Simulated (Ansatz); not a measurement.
V:

```
CELL_PARAMETERS angstrom
-1.51435 1.51435 1.51435
1.51435 -1.51435 1.51435
1.51435 1.51435 -1.51435
ATOMIC_POSITIONS crystal
V 0.00000 0.00000 0.00000
```

Alike in all runs: program Ansatz 0.2.0; functional PBE; potentials or basis Ansatz PAW; cutoff 420 eV (not typed: the program's choice for these potentials); k mesh 10 × 10 × 10; occupations fermi-dirac, width 0.05 eV.

The same cell was started in several ways:

```tsv
start	free energy over the lowest (meV/atom)	net moment (μB)	site or absolute moments (μB)	gap
collinear spin, ferromagnetic start of up to 1.5 μB; fixed moment 1.5	420.3	1.50	V +1.19	-
collinear spin, ferromagnetic start of up to 3 μB; fixed moment 3	1707.3	3.00	V +2.41	-
collinear spin, ferromagnetic start of up to 1 μB; fixed moment 1	141.1	1.00	V +0.78	-
collinear spin, ferromagnetic start of up to 0.5 μB; fixed moment 0.5	23.5	0.50	V +0.40	-
collinear spin, ferromagnetic start of up to 2.5 μB; fixed moment 2.5	1185.9	2.50	V +2.02	-
collinear spin, ferromagnetic start of up to 2 μB; fixed moment 2	778.7	2.00	V +1.61	-
collinear spin, program default start; fixed moment 0	0.0	0.00	-	-
collinear spin, ferromagnetic start of up to 4 μB; fixed moment 4	3146.9	4.00	V +3.12	-
```

All polarised runs hold their moment fixed, so the table maps the energy against it. A still lower state may exist.

Caveats: the total moment is fixed, so each spin has its own Fermi level.
